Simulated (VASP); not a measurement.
Here is a VASP 6.6.1 calculation.

The input POSCAR:

```
GaAs
1.0
    0.0000000000      2.8268500000      2.8268500000
    2.8268500000      0.0000000000      2.8268500000
    2.8268500000      2.8268500000      0.0000000000
As Ga
1 1
Direct
    0.7500000000      0.7500000000      0.7500000000
    0.0000000000      0.0000000000      0.0000000000
```

File INCAR.step1:

```
PREC = Accurate
ENCUT = 520
EDIFF = 1E-6
ISMEAR = -1
SIGMA = 0.05
LREAL = F
LASPH = T
NELM = 80
ALGO = Normal
ISIF = 2
LWAVE = F
LCHARG = T
GGA = B5
ALDAX = 1.0
AGGAX = 1.0
AGGAC = 1.0
ALDAC = 0.0
```

Contents of KPOINTS.step1:

```
regular mesh
0
Gamma
  8 8 8
```

Contents of INCAR.step2:

```
PREC = Accurate
ENCUT = 520
EDIFF = 1E-6
ISMEAR = 0
SIGMA = 0.05
LREAL = F
LASPH = T
NELM = 80
ALGO = Normal
ISIF = 2
LWAVE = F
LCHARG = F
GGA = B5
ALDAX = 1.0
AGGAX = 1.0
AGGAC = 1.0
ALDAC = 0.0
ICHARG = 11
```

Contents of KPOINTS.step2:

```
path GXWKGLUWLK,UX
10
line-mode
reciprocal
 0.0000000000  0.0000000000  0.0000000000  G
 0.5000000000  0.0000000000  0.5000000000  X

 0.5000000000  0.0000000000  0.5000000000  X
 0.5000000000  0.2500000000  0.7500000000  W

 0.5000000000  0.2500000000  0.7500000000  W
 0.3750000000  0.3750000000  0.7500000000  K

 0.3750000000  0.3750000000  0.7500000000  K
 0.0000000000  0.0000000000  0.0000000000  G

 0.0000000000  0.0000000000  0.0000000000  G
 0.5000000000  0.5000000000  0.5000000000  L

 0.5000000000  0.5000000000  0.5000000000  L
 0.6250000000  0.2500000000  0.6250000000  U

 0.6250000000  0.2500000000  0.6250000000  U
 0.5000000000  0.2500000000  0.7500000000  W

 0.5000000000  0.2500000000  0.7500000000  W
 0.5000000000  0.5000000000  0.5000000000  L

 0.5000000000  0.5000000000  0.5000000000  L
 0.3750000000  0.3750000000  0.7500000000  K

 0.6250000000  0.2500000000  0.6250000000  U
 0.5000000000  0.0000000000  0.5000000000  X
```

Potentials or basis: VASP PAW PBE potentials, release 64 (As, Ga_d).

Run with:

```console
$ cat potpaw_PBE.64/As/POTCAR potpaw_PBE.64/Ga_d/POTCAR > POTCAR
$ cp INCAR.step1 INCAR
$ cp KPOINTS.step1 KPOINTS
$ mpirun -np 1 vasp_std > vasp.out
$ cp INCAR.step2 INCAR
$ cp KPOINTS.step2 KPOINTS
$ mpirun -np 1 vasp_std > vasp.out
```

**Question.** What does it give for the band gap along the path?

**Answer.** 0.39 eV, direct.

**Question.** Predict the band gap on the k mesh.

**Answer.** 0.40 eV, direct.

Levels at the corners of the path, in eV from the valence-band top:
| point | band 5 | band 6 | band 7 | band 8 | band 9 | band 10 | band 11 | band 12 | band 13 |
| --- | --- | --- | --- | --- | --- | --- | --- | --- | --- |
| Γ | -14.81 | -12.74 | 0.00 | 0.00 | 0.00 | 0.39 | 3.76 | 3.76 | 3.76 |
| X | -14.79 | -10.26 | -6.84 | -2.65 | -2.65 | 1.62 | 1.74 | 10.10 | 10.10 |
| X | -14.79 | -10.26 | -6.84 | -2.65 | -2.65 | 1.62 | 1.74 | 10.10 | 10.10 |
| W | -14.80 | -10.21 | -6.67 | -3.47 | -3.28 | 4.57 | 4.87 | 5.44 | 6.19 |
| W | -14.80 | -10.21 | -6.67 | -3.47 | -3.28 | 4.57 | 4.87 | 5.44 | 6.19 |
| K | -14.80 | -10.30 | -6.66 | -3.79 | -2.23 | 2.07 | 4.69 | 7.96 | 8.05 |
| K | -14.80 | -10.30 | -6.66 | -3.79 | -2.23 | 2.07 | 4.69 | 7.96 | 8.05 |
| Γ | -14.81 | -12.74 | 0.00 | 0.00 | 0.00 | 0.39 | 3.76 | 3.76 | 3.76 |
| Γ | -14.81 | -12.74 | 0.00 | 0.00 | 0.00 | 0.40 | 3.76 | 3.76 | 3.76 |
| L | -14.80 | -11.00 | -6.62 | -1.14 | -1.14 | 0.99 | 4.71 | 4.71 | 7.99 |
| L | -14.80 | -11.00 | -6.62 | -1.14 | -1.14 | 0.99 | 4.71 | 4.71 | 7.99 |
| U | -14.80 | -10.30 | -6.66 | -3.79 | -2.23 | 2.07 | 4.69 | 7.97 | 8.06 |
| U | -14.80 | -10.30 | -6.66 | -3.79 | -2.23 | 2.07 | 4.69 | 7.96 | 8.05 |
| W | -14.80 | -10.21 | -6.67 | -3.47 | -3.28 | 4.57 | 4.87 | 5.44 | 6.19 |
| W | -14.80 | -10.21 | -6.67 | -3.47 | -3.28 | 4.57 | 4.87 | 5.44 | 6.19 |
| L | -14.80 | -11.00 | -6.62 | -1.14 | -1.14 | 0.99 | 4.71 | 4.71 | 7.99 |
| L | -14.80 | -11.00 | -6.62 | -1.14 | -1.14 | 0.99 | 4.71 | 4.71 | 7.99 |
| K | -14.80 | -10.30 | -6.66 | -3.79 | -2.23 | 2.07 | 4.69 | 7.96 | 8.05 |
| U | -14.80 | -10.30 | -6.66 | -3.79 | -2.23 | 2.07 | 4.69 | 7.96 | 8.05 |
| X | -14.79 | -10.26 | -6.84 | -2.65 | -2.65 | 1.62 | 1.74 | 10.10 | 10.10 |

Caveat: the log is that of the step along the path at fixed density, whose energy, stress, charges and moments have no meaning.

**What was measured.**

From “Evidence of valence band perturbations in GaAsN/GaAs(001): A combined variable-angle spectroscopic ellipsometry and modulated photoreflectance investigation”, 2008, arxiv:0805.2212, for a bulk crystal of GaAs at 300 K: band gap 1.418 ± 0.005 eV (direct).

Measured gap of GaAs: 1.418 eV (direct; 300 K; “Evidence of valence band perturbations in GaAsN/GaAs(001): A combined variable-angle spectroscopic ellipsometry and modulated photoreflectance investigation”, 2008, arxiv:0805.2212). This calculation gives 0.39 eV (-1.02 eV). So large a miss can be the level of theory's own, or it may mean another phase, state or a wrong row. 3 values of this kind are on record (1.412 to 1.51 eV); this one was drawn at random among those near their median, those with a stated uncertainty first. Spin-orbit coupling on As, Ga is left out. The value is that of BLYP, without temperature or zero-point motion. Semilocal functionals fall short of measured gaps as a rule.
